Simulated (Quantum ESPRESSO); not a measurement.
Crystal: HgTe (Coloradoite).

```
Hg Te
1.0
     0.00000    3.21450    3.21450
     3.21450    0.00000    3.21450
     3.21450    3.21450    0.00000
Hg Te
1 1
Cartesian
  0.0000 0.0000 0.0000
  4.8217 4.8217 4.8217
```

```yaml
Program: Quantum ESPRESSO 7.5
Task: phonon dispersion
Functional: PBEsol
Potentials_or_basis: GBRV 1.5 PBEsol
Cutoff: 612 eV
Density_cutoff: 4898 eV
k_mesh: 6 × 6 × 6
Occupations: cold, width 0.2 eV
Spin: no spin polarisation
Mixing_beta: 0.5
Most_SCF_iterations: 120
SCF_threshold: 4e-10 Ry
q_mesh: 2 × 2 × 2
```

The cell and the atoms were relaxed first, to 34.79 Å³/atom (a = 4.617 Å, b = 4.617 Å, c = 4.617 Å, α = 60.00°, β = 60.00°, γ = 60.00°), and the response was taken there.

Problem. What are the zero-point energy, and the vibrational entropy and heat capacity at 298.15 K?

Solution. Zero-point energy 15.7 meV/atom; entropy 6.43 k_B/atom (53.5 J/(K·mol of atoms)); Cv 2.95 k_B/atom, 98 % of the classical limit. These are harmonic values without the electrons' part.

Phonon frequencies at the corners of the path (cm⁻¹, interpolated; i marks imaginary ones):
| point | frequencies |
| --- | --- |
| Γ | 0 0 0 110 110 110 |
| X | 18 18 91 127 133 133 |
| W | 28 46 79 123 135 136 |
| K | 19 44 82 124 130 138 |
| L | 20 20 80 123 123 136 |
| U | 19 44 82 124 130 138 |

Harmonic thermodynamics per atom at this volume (zero-point energy 15.7 meV, Debye temperature from the second moment 178 K):
```
 T (K)  free energy (meV)  entropy (k_B)  heat capacity Cv (k_B)
    50               12.2           1.78                    1.85
   100                0.9           3.35                    2.59
   200              -37.0           5.27                    2.89
298.15              -86.8           6.43                    2.95
   500             -213.1           7.97                    2.98
   800             -438.6           9.37                    2.99
```

Phonon states per cell in windows of 10 cm⁻¹ (negative: imaginary):
```
from (cm⁻¹)  total    Hg    Te
          0   0.02  0.01  0.01
         10   0.54  0.38  0.16
         20   0.78  0.58  0.20
         30   0.37  0.28  0.10
         40   0.33  0.25  0.08
         50   0.06  0.05  0.02
         60   0.14  0.11  0.03
         70   0.57  0.52  0.05
         80   0.18  0.18  0.01
         90   0.00  0.00  0.00
        100   0.00  0.00  0.00
        110   0.37  0.12  0.25
        120   1.66  0.33  1.33
        130   0.97  0.20  0.77
```

A q mesh this small can miss soft modes between its points.

Caveat: the mesh is thin for the phonons of a metal; the q mesh is small, so phonon branches between its points and thermal values are rough.
